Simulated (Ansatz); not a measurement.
# Electroresistance of Hf/SiC/HfN, part 5 of 6

Both polarities of the barrier in Hf/SiC/HfN, relaxed and compared. The lower electrode is Hf hcp(0001), the upper one HfN rock salt(111); the barrier is SiC wurtzite(0001) (whole bilayers). In the first transport cell, after relaxation, the nearest pair of electrode and barrier is Hf–C at 2.17 Å, along the normal, at the lower face and Hf–Si at 2.80 Å, along the normal, at the upper one. All share a net of side 3.2 Å, which strains the lower electrode by +0.0 %, the upper one by -0.1 % and the barrier by +3.6 %, against typed lattice constants near PBE's. The first steps treat the bulk electrodes alone.

Ansatz 0.2.0; PBE DFT, plane waves, PAW files (the session's first sound run).

So far. Step 6 (Conductance on a fine mesh, polarity C face on the …): G = 5.5e12 S/m² (1/G = 0.182 Ω µm²). The largest error estimate is 45 %, from the leads' potential steps. In the worse lead the potential repeats within 32 meV, which the program flags as too much for a lead, so G carries that doubt. By hand, Landauer's formula with T at one energy: G = (e²/h) ΣT / A = 3.874e-5 S × 0.0119 / 8.868 Å² = 5.2e12 S/m², with T summed over both spins.

## Step 8: T(E) of the junction, polarity Si face on the lower electrode, gap between the electrodes 13.26 Å

This step: PBE DFT, plane waves, PAW files; ballistic transmission by layer matching between semi-infinite leads (Ansatz 0.2.0).

System of this step: Hf/SiC/HfN. The cell holds 34 atoms: 19 Hf, 4 Si, 4 C and 7 N. Cell: a = 3.200 Å, b = 3.200 Å, c = 70.840 Å, α = 90.0°, β = 90.0°, γ = 120.0°. Regions: left electrode, 11 atoms (11 Hf); barrier, 8 atoms (4 Si and 4 C); right electrode, 15 atoms (8 Hf and 7 N). Vacuum lies along c.

A wide window again for the changed junction, to set beside the first polarity.

input.yaml reads:

```yaml
crystal:
  lattice:
    - [3.2, 0.0, 0.0]
    - [-1.6, 2.7712812921, 0.0]
    - [0.0, 0.0, 70.83953922]
  atoms:
    - { symbol: Hf, position: [0.0, 0.0, 0.098814872] }
    - { symbol: Hf, position: [0.33333333, 0.66666667, 0.1346605257] }
    - { symbol: Hf, position: [0.0, 0.0, 0.1705061794] }
    - { symbol: Hf, position: [0.33333333, 0.66666667, 0.2063518331] }
    - { symbol: Hf, position: [0.0, 0.0, 0.2421974867] }
    - { symbol: Hf, position: [0.33333333, 0.66666667, 0.2780431404] }
    - { symbol: Hf, position: [0.0, 0.0, 0.3138887941] }
    - { symbol: Hf, position: [0.33333333, 0.66666667, 0.3497344478] }
    - { symbol: Hf, position: [0.0, 0.0, 0.3855801015] }
    - { symbol: Hf, position: [0.33333333, 0.66666667, 0.4214257552] }
    - { symbol: Hf, position: [0.0, 0.0, 0.4563997509] }
    - { symbol: Si, position: [0.0, 0.0, 0.4968936715] }
    - { symbol: C, position: [0.33333333, 0.66666667, 0.5057800463] }
    - { symbol: Si, position: [0.33333333, 0.66666667, 0.5328261565] }
    - { symbol: C, position: [0.0, 0.0, 0.5414074018] }
    - { symbol: Si, position: [0.0, 0.0, 0.568461838] }
    - { symbol: C, position: [0.33333333, 0.66666667, 0.5769072726] }
    - { symbol: Si, position: [0.33333333, 0.66666667, 0.604115627] }
    - { symbol: C, position: [0.0, 0.0, 0.6123015377] }
    - { symbol: Hf, position: [0.0, 0.0, 0.6435352852] }
    - { symbol: "N", position: [0.33333333, 0.66666667, 0.6591917713] }
    - { symbol: Hf, position: [0.66666667, 0.33333333, 0.6778066449] }
    - { symbol: "N", position: [0.0, 0.0, 0.6964215185] }
    - { symbol: Hf, position: [0.33333333, 0.66666667, 0.715036392] }
    - { symbol: "N", position: [0.66666667, 0.33333333, 0.7336512656] }
    - { symbol: Hf, position: [0.0, 0.0, 0.7522661392] }
    - { symbol: "N", position: [0.33333333, 0.66666667, 0.7708810128] }
    - { symbol: Hf, position: [0.66666667, 0.33333333, 0.7894958864] }
    - { symbol: "N", position: [0.0, 0.0, 0.80811076] }
    - { symbol: Hf, position: [0.33333333, 0.66666667, 0.8267256336] }
    - { symbol: "N", position: [0.66666667, 0.33333333, 0.8453405072] }
    - { symbol: Hf, position: [0.0, 0.0, 0.8639553808] }
    - { symbol: "N", position: [0.33333333, 0.66666667, 0.8825702544] }
    - { symbol: Hf, position: [0.66666667, 0.33333333, 0.901185128] }
kpoints:
  mp_grid: { grid: [12, 12, 1] }
scf:
  occupations: { method: fermi_dirac, width: 0.1 }
  max_iter: 150
hamiltonian:
  xc: pbe
output:
  transmission:
    kmesh: [12, 12]
    e_range: [-2.5, 2.5]
    de: 0.1
    leads: [[4, 6], [26, 28]]
  dos: { projected: true, e_range: [-6, 5], de: 0.05 }
  write_potential: true
  write_density: true
  volumetric_format: npy
```

Launch:

```console
$ ansatz run input.yaml --threads 4 --pin off --max-ram 10240MiB --backend cpu --events-out ev --progress --plain --runs-dir out
```

Numbers of over 12 decimals in the logs are rounded to 6 here.

The log of the run:

```text
[...]
Crystal: 34 atoms, lattice volume = 628.212 Å³
Basis set: ecut = 420 eV, 12453 PW (Γ)
Bands: 337, of which v1, the nominal top of the filled ones, is band 281 counted from 1 (280 counted from 0)
Symmetry: 6 space group operations
[...]
k-points: 19 of 144 (time reversal used)
[...]
SCF iter   1: F=—  HF=-304962.378006 eV  |F-HF|=—  |Δ(HF+E_count)|=         —  Δρ=1.38e-2  dr2=3.71e2  ethr=1.77e-3  ⟨swp⟩=6.9  Hψ=23309  notcnv=0  defer=234
[...]
SCF iter  12: F=-304961.457420 eV  HF=-304961.457420 eV  |F-HF|=2.50e-9  |Δ(HF+E_count)|=  8.15e-10  Δρ=3.46e-7  dr2=3.49e-9  ethr=1.78e-11  ⟨swp⟩=2.2  Hψ=15009  notcnv=0
SCF 1 converged in 12 iterations: F = -304961.457420 eV  dr2 = 3.49e-9
[...]
transmission: 128 of 1254 steps passed
transmission: 251 of 1254 steps passed
[...]
transmission: 1254 of 1254 steps passed
[...]
SCF converged after 12 iterations
Free energy (F): -304961.457420 eV
[...]
Internal energy: -304960.839194 eV  (E = F + TS)
E sigma→0 (E₀):  -304961.148307 eV
Entropy (-TS):   -0.618226 eV (-18.183 meV/atom)
Fermi energy:    15.246411 eV
[...]
--- Band table (eV; the first three rows and the last of 19) ---
  k-point 0: bands = [... 277 lower, 15.5794, 15.6404, 15.7573, 15.7988, 15.8284, 15.8284, 15.9381, 16.0022, ... 52 higher]
  k-point 1: bands = [... 277 lower, 15.5186, 15.5473, 15.5723, 15.6082, 15.9208, 15.9444, 15.9580, 15.9727, ... 52 higher]
  k-point 2: bands = [... 277 lower, 15.2989, 15.3407, 15.4315, 15.5145, 15.5563, 15.6370, 15.7539, 15.7710, ... 52 higher]
  k-point 18: bands = [... 277 lower, 15.0897, 15.1237, 15.1267, 15.1835, 15.2227, 15.3133, 15.3143, 15.3721, ... 52 higher]
--- Transmission ---
  basis      : 85 plane waves across, 66 finite elements along
  points     : 19, standing for a mesh of 12 x 12
[...]
channels       : 7.083333e-1 a spin
[...]
slowest decay  : 0.1011 /Å at (0.1667, 0.0833)
[...]
channels       : 1.375000e0 a spin
[...]
slowest decay  : 0.3085 /Å at (0.3333, 0.3333)
  junction   : crystal 0 to crystal 1, 19.12 to 53.14 Å
    transmission   : 4.749355e-3 a spin
[...]
```

Elapsed: 4.2 min, on 4 threads of Intel Xeon Platinum 8488C (Sapphire Rapids), shared host; peak memory 6.7 GiB; 17 min of CPU time.

Numbers from this step:

```yaml
free_energy: -304961.4574 eV
fermi_energy: 15.25 eV
transmission_at_the_fermi_level_a_spin_zone_mean: 0.004749
channels_of_the_lower_lead: 0.7083
channels_of_the_upper_lead: 1.375
potential_step_in_the_lower_lead: 87.2 meV
potential_step_in_the_upper_lead: 12 meV
```

One spin. Transmission, zone mean against energy, zero at the Fermi level:

| energy (eV) | transmission, zone mean |
| --- | --- |
| -2.50 | 0.0234 |
| -2.30 | 0.0144 |
| -2.00 | 0.00882 |
| -1.80 | 0.0298 |
| -1.60 | 0.0679 |
| -1.50 | 0.0390 |
| -1.40 | 0.0709 |
| -1.30 | 0.0551 |
| -1.10 | 0.0403 |
| -0.80 | 0.00418 |
| -0.60 | 0.00421 |
| -0.40 | 0.00310 |
| -0.10 | 0.00216 |
| 0.00 | 0.00475 |
| 0.10 | 0.0161 |
| 0.30 | 0.108 |
| 0.40 | 0.0507 |
| 0.60 | 0.0644 |
| 0.80 | 0.0118 |
| 1.10 | 0.00492 |
| 1.30 | 0.00365 |
| 1.50 | 0.00128 |
| 1.80 | 0.00121 |
| 2.00 | 7.8e-4 |
| 2.30 | 0.00876 |
| 2.50 | 0.0328 |

One spin. Table of open channels, zone mean by energy, zero at the Fermi level:

| energy (eV) | lower lead | upper lead |
| --- | --- | --- |
| -2.50 | 0.708 | 0.271 |
| -2.30 | 0.583 | 0.312 |
| -2.00 | 0.535 | 0.396 |
| -1.80 | 0.451 | 0.521 |
| -1.50 | 0.785 | 0.729 |
| -1.30 | 1.02 | 0.729 |
| -1.10 | 1.44 | 0.812 |
| -0.80 | 1.40 | 0.896 |
| -0.60 | 0.875 | 1.10 |
| -0.40 | 0.417 | 1.19 |
| -0.10 | 0.528 | 1.33 |
| 0.00 | 0.708 | 1.38 |
| 0.10 | 0.75 | 1.38 |
| 0.40 | 1.10 | 1.5 |
| 0.60 | 1.47 | 1.58 |
| 0.80 | 1.17 | 1.62 |
| 1.10 | 1.20 | 1.62 |
| 1.30 | 0.896 | 1.71 |
| 1.50 | 1.14 | 1.75 |
| 1.80 | 1.20 | 1.67 |
| 2.00 | 0.979 | 1.81 |
| 2.30 | 0.993 | 2.15 |
| 2.50 | 1.03 | 2.40 |

Transmission over k1 and k2. At 0.0000 eV from the Fermi level.

Ten even steps from '0' (0.00 × 1e-2) to '9' (4.23 × 1e-2):
```
000000000990
100000001909
200000000299
100000000010
000000000000
000000100000
000000000000
101000000000
299200000000
190910000000
009900000000
001210001210
```
Columns: k1 (b1) from -0.5 to 0.417; rows upwards: k2 (b2) from -0.5 to 0.417.

Open channels of the lower lead over k1 and k2. At 0.0000 eV from the Fermi level.

Values, 12 rows by 12 columns:
```
0.00 0.00 0.00 0.00 0.00 0.00 0.00 0.00 2.00 2.00 2.00 2.00
2.00 0.00 0.00 0.00 0.00 0.00 0.00 0.00 2.00 2.00 2.00 2.00
2.00 0.00 0.00 0.00 0.00 0.00 0.00 0.00 0.00 2.00 2.00 2.00
2.00 0.00 0.00 0.00 1.00 1.00 1.00 0.00 0.00 0.00 2.00 2.00
0.00 0.00 0.00 0.00 1.00 2.00 2.00 1.00 0.00 0.00 0.00 0.00
0.00 0.00 0.00 0.00 1.00 2.00 2.00 2.00 1.00 0.00 0.00 0.00
0.00 0.00 0.00 0.00 0.00 1.00 2.00 2.00 1.00 0.00 0.00 0.00
2.00 2.00 2.00 0.00 0.00 0.00 1.00 1.00 1.00 0.00 0.00 0.00
2.00 2.00 2.00 2.00 0.00 0.00 0.00 0.00 0.00 0.00 0.00 0.00
2.00 2.00 2.00 2.00 2.00 0.00 0.00 0.00 0.00 0.00 0.00 0.00
0.00 2.00 2.00 2.00 2.00 0.00 0.00 0.00 0.00 0.00 0.00 0.00
0.00 0.00 2.00 2.00 2.00 0.00 0.00 0.00 2.00 2.00 2.00 0.00
```
Columns: k1 (b1) from -0.5 to 0.417; rows upwards: k2 (b2) from -0.5 to 0.417.

Open channels of the upper lead over k1 and k2. At 0.0000 eV from the Fermi level.

Values, 12 rows by 12 columns:
```
1.00 1.00 1.00 2.00 2.00 1.00 1.00 1.00 1.00 1.00 1.00 1.00
1.00 1.00 1.00 1.00 2.00 1.00 1.00 1.00 1.00 1.00 0.00 1.00
2.00 2.00 1.00 1.00 2.00 2.00 1.00 1.00 2.00 2.00 1.00 1.00
1.00 2.00 2.00 2.00 1.00 2.00 1.00 2.00 2.00 2.00 1.00 1.00
1.00 1.00 1.00 2.00 2.00 3.00 3.00 2.00 2.00 1.00 1.00 1.00
1.00 1.00 1.00 1.00 1.00 3.00 3.00 3.00 1.00 1.00 1.00 1.00
1.00 1.00 1.00 1.00 2.00 2.00 3.00 3.00 2.00 2.00 1.00 1.00
1.00 1.00 1.00 2.00 2.00 2.00 1.00 2.00 1.00 2.00 2.00 2.00
2.00 1.00 1.00 2.00 2.00 1.00 1.00 2.00 2.00 1.00 1.00 2.00
1.00 1.00 0.00 1.00 1.00 1.00 1.00 1.00 2.00 1.00 1.00 1.00
1.00 1.00 1.00 1.00 1.00 1.00 1.00 1.00 2.00 2.00 1.00 1.00
1.00 1.00 1.00 2.00 1.00 1.00 1.00 1.00 1.00 2.00 1.00 1.00
```
Columns: k1 (b1) from -0.5 to 0.417; rows upwards: k2 (b2) from -0.5 to 0.417.

Projected DOS an atom over height of the atomic layer and energy from the Fermi level. Layers: Hf Hf Hf Hf Hf Hf Hf Hf Hf Hf Hf Si C Si C Si C Si C Hf N Hf N Hf N Hf N Hf N Hf N Hf N Hf; projections on atoms miss part of the total, and the computed bands can run out at the top of the range; a column is the mean of 3 neighbouring layers, the last of those left over.

Ten even steps from '_' (0.01 states/eV) to '@' (1.66 states/eV), each cell a mean:
```
------::____..--::==::::
::--::::......==::==::--
==------....::**--**==@@
++------....--**==##==%%
++----::__..::==::==--##
++----::____..--::--::##
**####==____..::..::::**
##%%%%**____..::..::::++
@@@@@@**____::::..::..--
%%######____::::..::..##
**------____........__@@
##%%%%++..__..........%%
##******....::..______--
--====--::::==..__....==
++++++--::::::__________
======--==::..__________
--====----::..__________
::----::--::..__..______
........--::..::--::--..
........::::::--==--++::
______......==##%%**@@--
________....####@@%%%%::
```
Columns: height of the atomic layer (Å) from 9.54 to 63.8 (not evenly spaced); rows upwards: energy from the Fermi level (eV) from -6 to 5.05.

At the Fermi level the transmission is 0.0047, as a zone mean for one spin on this coarse mesh. At the Fermi level the layers of this cell's barrier hold from 0.0090 to 0.18 states an eV and atom. In the worse lead the potential repeats within 87 meV, which the program flags as too much for a lead, so G carries that doubt.

## Step 9: Conductance on a fine mesh, polarity Si face on the lower electrode, gap between the electrodes 13.26 Å

The conductance of the changed junction, on the mesh and energies of the first conductance run.

Changes to input.yaml since step 8:

```diff
@@ -49,9 +49,5 @@
   transmission:
-    kmesh: [12, 12]
-    e_range: [-2.5, 2.5]
-    de: 0.1
+    kmesh: [30, 30]
+    e_range: [-0.26, 0.27]
+    de: 0.0375
     leads: [[4, 6], [26, 28]]
-  dos: { projected: true, e_range: [-6, 5], de: 0.05 }
-  write_potential: true
-  write_density: true
-  volumetric_format: npy
```

The log of the run:

```text
[...]
Crystal: 34 atoms, lattice volume = 628.212 Å³
Basis set: ecut = 420 eV, 12453 PW (Γ)
Bands: 337, of which v1, the nominal top of the filled ones, is band 281 counted from 1 (280 counted from 0)
Symmetry: 6 space group operations
[...]
k-points: 19 of 144 (time reversal used)
[...]
SCF iter   1: F=—  HF=-304962.378006 eV  |F-HF|=—  |Δ(HF+E_count)|=         —  Δρ=1.38e-2  dr2=3.71e2  ethr=1.77e-3  ⟨swp⟩=6.9  Hψ=23309  notcnv=0  defer=234
[...]
SCF iter  12: F=-304961.457420 eV  HF=-304961.457420 eV  |F-HF|=2.50e-9  |Δ(HF+E_count)|=  8.15e-10  Δρ=3.46e-7  dr2=3.49e-9  ethr=1.78e-11  ⟨swp⟩=2.2  Hψ=15009  notcnv=0
SCF 1 converged in 12 iterations: F = -304961.457420 eV  dr2 = 3.49e-9
[...]
transmission: 488 of 4823 steps passed
transmission: 965 of 4823 steps passed
[...]
transmission: 4823 of 4823 steps passed
SCF converged after 12 iterations
Free energy (F): -304961.457420 eV
[...]
Internal energy: -304960.839194 eV  (E = F + TS)
E sigma→0 (E₀):  -304961.148307 eV
Entropy (-TS):   -0.618226 eV (-18.183 meV/atom)
Fermi energy:    15.246411 eV
[...]
--- Band table (eV; the first three rows and the last of 19) ---
  k-point 0: bands = [... 277 lower, 15.5794, 15.6404, 15.7573, 15.7988, 15.8284, 15.8284, 15.9381, 16.0022, ... 52 higher]
  k-point 1: bands = [... 277 lower, 15.5186, 15.5473, 15.5723, 15.6082, 15.9208, 15.9444, 15.9580, 15.9727, ... 52 higher]
  k-point 2: bands = [... 277 lower, 15.2989, 15.3407, 15.4315, 15.5145, 15.5563, 15.6370, 15.7539, 15.7710, ... 52 higher]
  k-point 18: bands = [... 277 lower, 15.0897, 15.1237, 15.1267, 15.1835, 15.2227, 15.3133, 15.3143, 15.3721, ... 52 higher]
--- Transmission ---
  basis      : 85 plane waves across, 53 finite elements along
  points     : 91, standing for a mesh of 30 x 30
[...]
filled         : 23.7 meV under the level at which it is neutral
    channels       : 6.733333e-1 a spin
[...]
slowest decay  : 0.0562 /Å at (0.2000, 0.0000)
[...]
filled         : 6.2 meV under the level at which it is neutral
    channels       : 1.360000e0 a spin
[...]
slowest decay  : 0.0539 /Å at (0.3000, 0.3000)
  junction   : crystal 0 to crystal 1, 19.12 to 53.14 Å
    transmission   : 8.033183e-3 a spin
[...]
resistance     : 1.3219e-1 Ω µm² beyond half of each lead's own
```

The job ended after 4.9 min (4 threads; peak memory 5.6 GiB; 18 min of CPU time).

This step gave:

```
transmission at the Fermi level (a spin, zone mean) : 0.008033
channels of the lower lead                          : 0.6733
channels of the upper lead                          : 1.36
ballistic conductance of the lower lead             : 5.82e14 S/m²
junction conductance                                : 7.49e12 S/m²
error estimates by source, in the log's order       : 0.9, 2, 23.9, 122.8, 20 %
resistance-area product beyond the leads            : 0.1322 Ω um²
```

One spin. Table of transmission, zone mean by energy, zero at the Fermi level:

| energy (eV) | transmission, zone mean |
| --- | --- |
| -0.260 | 0.00310 |
| -0.223 | 0.00357 |
| -0.185 | 0.00400 |
| -0.147 | 0.00369 |
| -0.110 | 0.00426 |
| -0.072 | 0.00471 |
| -0.035 | 0.00587 |
| 0.003 | 0.00803 |
| 0.040 | 0.0101 |
| 0.077 | 0.0148 |
| 0.115 | 0.0249 |
| 0.152 | 0.0331 |
| 0.190 | 0.0439 |
| 0.228 | 0.0652 |
| 0.265 | 0.0798 |

One spin. Table of open channels, zone mean by energy, zero at the Fermi level:

| energy (eV) | lower lead | upper lead |
| --- | --- | --- |
| -0.260 | 0.513 | 1.23 |
| -0.223 | 0.533 | 1.25 |
| -0.185 | 0.618 | 1.29 |
| -0.147 | 0.618 | 1.29 |
| -0.110 | 0.644 | 1.3 |
| -0.072 | 0.624 | 1.31 |
| -0.035 | 0.64 | 1.36 |
| 0.003 | 0.673 | 1.36 |
| 0.040 | 0.68 | 1.39 |
| 0.077 | 0.707 | 1.41 |
| 0.115 | 0.72 | 1.42 |
| 0.152 | 0.792 | 1.43 |
| 0.190 | 0.873 | 1.44 |
| 0.228 | 0.967 | 1.45 |
| 0.265 | 1.04 | 1.47 |

Transmission over k1 and k2. At 0.0025 eV from the Fermi level.

Values, 12 rows by 16 columns, each cell a mean:
```
0.000 0.000 0.000 0.012 0.037 0.015 0.000 0.000 0.000 0.000 0.001 0.022 0.053 0.043 0.005 0.000
0.001 0.000 0.000 0.000 0.000 0.000 0.000 0.000 0.000 0.000 0.002 0.016 0.029 0.017 0.022 0.017
0.041 0.004 0.000 0.000 0.000 0.000 0.000 0.000 0.000 0.000 0.000 0.046 0.047 0.039 0.024 0.064
0.040 0.004 0.000 0.000 0.001 0.003 0.002 0.002 0.002 0.000 0.000 0.004 0.036 0.023 0.008 0.020
0.000 0.000 0.000 0.000 0.001 0.002 0.004 0.005 0.003 0.002 0.001 0.000 0.000 0.000 0.000 0.000
0.000 0.000 0.000 0.000 0.001 0.002 0.005 0.007 0.007 0.005 0.003 0.001 0.000 0.000 0.000 0.000
0.000 0.000 0.000 0.000 0.000 0.002 0.002 0.005 0.006 0.006 0.003 0.003 0.000 0.000 0.000 0.000
0.002 0.001 0.002 0.001 0.000 0.000 0.001 0.003 0.003 0.003 0.002 0.003 0.000 0.000 0.000 0.000
0.031 0.031 0.021 0.055 0.035 0.008 0.000 0.000 0.001 0.002 0.002 0.001 0.000 0.000 0.000 0.052
0.031 0.054 0.020 0.035 0.050 0.019 0.000 0.000 0.000 0.000 0.000 0.000 0.000 0.000 0.000 0.012
0.001 0.006 0.021 0.034 0.024 0.005 0.000 0.000 0.000 0.000 0.000 0.000 0.000 0.000 0.000 0.000
0.000 0.000 0.009 0.046 0.034 0.013 0.000 0.000 0.000 0.000 0.001 0.044 0.039 0.007 0.000 0.000
```
Columns: k1 (b1) from -0.5 to 0.467; rows upwards: k2 (b2) from -0.5 to 0.467.

G = 7.5e12 S/m² (1/G = 0.133 Ω µm²), 1.4 times the step before of this kind, a change inside the error estimates. The largest error estimate is 123 %, from the leads' potential steps. In the worse lead the potential repeats within 87 meV, which the program flags as too much for a lead, so G carries that doubt.

## Step 10: Electroresistance

This step: Tunnel electroresistance (G_up - G_down) / G_down from the conductances of both polarities, PBE DFT, plane waves, PAW files (Ansatz 0.2.0).

No new run: the two polarities are divided.

Numbers from this step:

```
conductance, first polarity (S/m²)  : 5.51e12
conductance, second polarity (S/m²) : 7.49e12
electroresistance                   : -26 %
```

The two conductances carry error estimates of up to 45 % and 123 %, which the ratio inherits.

(Continued in part 6 of 6.)

[Logs are printed without paths, hosts, clocks, repeated set-up lines and the standing remarks that a program may print on its own settings, such as how far it seeks lower states.]

[Hosts, paths, dates, database ids (printed as entryN), source tags and the programs' standing remarks are cut or masked in the printed files.]
